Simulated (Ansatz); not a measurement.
**From the elastic tensor of AlNi at 3 GPa (stress–strain coefficients) to moduli and sound speeds**

Computed with Ansatz, DFT PBEsol, scalar-relativistic, plane waves, PAW. Plane waves to 420 eV; Γ-centred k mesh 16×16×14; Fermi-Dirac smearing of 0.15 eV. No spin polarisation.

Symmetry: Pm-3m, No. 221, cubic system. Conventional cell: a = 2.847 Å, b = 2.847 Å, c = 2.847 Å, α = 90.00°, β = 90.00°, γ = 90.00°. Al (site symmetry m-3m) has 8 Ni at 2.47 Å as nearest neighbours. Ni (site symmetry m-3m) has 8 Al at 2.47 Å as nearest neighbours.

In a metal, frequencies and elastic constants depend on the k mesh and the smearing, soft modes and shear constants most. Spin polarisation was left out, and a magnetic state may lie lower.

Relaxed-ion constants (GPa, on the Cartesian axes of the calculation):
C11 = 334.0, C12 = 62.6, C13 = 158.6, C22 = 334.0, C23 = 158.6, C33 = 239.0, C44 = 135.4, C55 = 135.4, C66 = 39.6 GPa; the others vanish.

Density 6.163 g/cm³; 2 atoms in 23.08 Å³.

The values that follow are for a polycrystal of randomly turned grains, by Hill's mean where one number stands. In a crystal this anisotropic the Voigt and Reuss bounds lie far apart, so Hill's mean and the sound speeds and Debye temperature from it are rough.

With S = C⁻¹: B_V = (C11+C22+C33+2(C12+C13+C23))/9, G_V = (C11+C22+C33−C12−C13−C23+3(C44+C55+C66))/15, 1/B_R = S11+S22+S33+2(S12+S13+S23), 15/G_R = 4(S11+S22+S33−S12−S13−S23)+3(S44+S55+S66); Hill is their mean. Then v_l = √((B+4G/3)/ρ), v_t = √(G/ρ), v_m = [(2/v_t³+1/v_l³)/3]^(−1/3) and Θ = (ħ/k_B)·v_m·(6π²n/V)^(1/3) for n atoms in the volume V; E = 9BG/(3B+G), ν = (3B−2G)/(2(3B+G)) and A^U = 5G_V/G_R + B_V/B_R − 6.

* Bulk modulus, Voigt / Reuss / Hill: 185.2 / 185.2 / 185.2 GPa
* Shear modulus, Voigt / Reuss / Hill: 97.3 / 69.1 / 83.2 GPa
* Young's modulus: 217 GPa
* Poisson ratio: 0.305
* Pugh ratio B/G: 2.23
* Universal anisotropy index: 2.04
* Longitudinal and transverse sound speeds: 6931 and 3674 m/s
* Debye temperature from the mean sound speed: 541 K

Whether AlNi exists in this form wasn't checked.

Cost: 1 run of about 1.6 core-minutes, on Intel Xeon 6975P-C (Granite Rapids) (shared hosts).

The unequal C11 and C33 don't contradict cubic symmetry: the constants fit a cubic tensor whose x and y axes lie along face diagonals. In that setting, C66, at 39.6 GPa, is the tetragonal shear modulus, far softer than the cube-face shear C44, at 135.4 GPa. This contrast accounts for the wide gap between the Voigt and Reuss shear moduli, while the bulk modulus is unaffected.

The softness is typical of bcc-derived order. The Al–Ni bonds run along body diagonals, and a tetragonal shear leaves their lengths unchanged to first order, so resistance must come largely from second neighbours and from non-central, electronic terms. Cube-face shear stretches and compresses these bonds directly.

The Pugh ratio of 2.23 would suggest ductility, yet polycrystalline NiAl is known to be brittle at room temperature. The ratio compares only elastic stiffnesses and misses the shortage of independent slip systems that prevents grains from deforming compatibly.
